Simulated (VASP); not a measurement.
# CoO under changes of volume

One of the cells (9.878 Å³/atom); the others are scaled copies at fixed shape and fractional positions:

```xyz
2
Lattice="0.0000 2.1456 2.1456 2.1456 0.0000 2.1456 2.1456 2.1456 0.0000" Properties=species:S:1:pos:R:3 pbc="T T T"
Co    0.0000    0.0000    0.0000
O     2.1456    2.1456    2.1456
```

- Program: VASP 6.6.1
- Functional: PBE
- Potentials or basis: VASP PAW PBE potentials, release 64 (Co, O)
- Cutoff: 520 eV
- k mesh: 11 × 11 × 11
- Occupations: fermi-dirac, width 0.05 eV
- Spin: collinear spin, ferromagnetic start
- Starting moments: [2.0, 0.0] μB

```csv
volume (Å³/atom),energy over the lowest point (meV/atom),pressure (GPa),moment (μB per cell)
9.103,12.25,8.6,2.72
9.297,?,?,?
9.490,0.00,1.0,2.85
9.878,5.41,-5.5,2.94
10.071,13.57,-8.3,2.97
10.265,25.12,-11.0,2.98
```

Question: What does the run at 9.297 Å³/atom give?

Answer: Energy over the lowest point 3.62 meV/atom; pressure 4.7 GPa; moment 2.80 μB per cell.

Worked out: A Birch-Murnaghan fit of order 3 (a polynomial in V^(-2/3)) to the other rows has its minimum at 9.55 Å³/atom with B0 = V·E''(V) = 173 GPa and B' = 4.0. It gives 3.69 meV/atom at 9.297 Å³/atom, against the run's 3.62, and -dE/dV = 5.0 GPa, against 4.7. A parabola through the other rows of the moment, of slope 0.344 μB per Å³/atom there, gives 2.79 μB, against the run's 2.80.

Energies are extrapolated to zero smearing.

Caveats: a cell with one magnetic atom can't hold antiferromagnetic order, which such compounds often take.
